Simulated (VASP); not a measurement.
# Bi: phonons with LDA

The system is Bi.

```
Bi
1.0
     2.24848    1.29816    3.83265
    -2.24848    1.29816    3.83265
     0.00000   -2.59632    3.83265
Bi
2
Direct
  0.23744 0.23744 0.23744
  0.76256 0.76256 0.76256
```

| Quantity | Value |
| --- | --- |
| Program | VASP 6.6.1 |
| Task | phonons |
| Functional | LDA |
| Potentials or basis | VASP PAW LDA potentials, release 64 (Bi_d) |
| Cutoff | 600 eV |
| k mesh | 18 × 18 × 18 |
| Occupations | methfessel-paxton, width 0.2 eV |
| Spin | no spin polarisation |
| By perturbation theory | no |
| Further INCAR settings | ALGO = Fast; EDIFF = 1e-08; IBRION = 6; POTIM = 0.015; NSW = 1 |

* Highest phonon frequency at Γ: 97 cm⁻¹

Phonon frequencies in cm⁻¹ (negative: imaginary):
```tsv
q point	frequencies
(0.000, 0.000, 0.000)	0 0 0 62 62 97
```

Wall time 2.9 h on 2 MPI ranks on Intel(R) Xeon(R) Platinum 8375C CPU @ 2.90GHz (Ice Lake), with other jobs on the host, peak memory 5.2 GiB a rank.
